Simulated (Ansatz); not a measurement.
## Sb: single point with PBE

Sb, a slab with vacuum:

```xyz
6
Lattice="3.3690 0.0000 0.0000 -1.6845 2.9176 0.0000 0.0000 0.0000 28.3250" Properties=species:S:1:pos:R:3 pbc="T T T"
Sb    1.6845    0.9725    7.5000
Sb    0.0000    1.9451   10.1650
Sb    1.6845    0.9725   12.8300
Sb    0.0000    1.9451   15.4950
Sb    1.6845    0.9725   18.1600
Sb    0.0000    1.9451   20.8250
```

The cell isn't the ideal one: the (0 0 1) slab of Sb, cut from the database cell, not relaxed.

```json
{"Program": "Ansatz 0.2.0", "Task": "single point", "Functional": "PBE", "Potentials or basis": "Ansatz PAW", "Cutoff": "420 eV (not typed: the program's choice for these potentials)", "k mesh": "9 × 9 × 1", "Occupations": "fermi-dirac, width 0.05 eV", "Spin": "no spin polarisation"}
```

```
Largest force                   : 0.311 eV/Å
Band gap on the k mesh          : none (metal or under the smearing width)
Work function of the upper face : 4.23 eV
Work function of the lower face : 4.23 eV
Dipole across the slab          : 0.000 e·Å
```

Forces on the atoms (eV/Å):
```
Sb   0.000  0.000  0.135
Sb   0.000  0.000 -0.311
Sb   0.000  0.000 -0.054
Sb   0.000  0.000  0.054
Sb   0.000  0.000  0.311
Sb   0.000  0.000 -0.135
```

Levels at points of the mesh, in eV from the Fermi level:
```tsv
k point	band 42	band 43	band 44	band 45	band 46	band 47	band 48	band 49
(0.00, 0.00, 0.00)	3.48	3.48	3.62	3.80	3.80	3.95	4.23	4.23
```

It took 6.8 s on 4 threads of Arm Neoverse V1 (shared host), peak memory 0.66 GiB.

The run has no spin-orbit coupling, so splittings on Sb are missing.
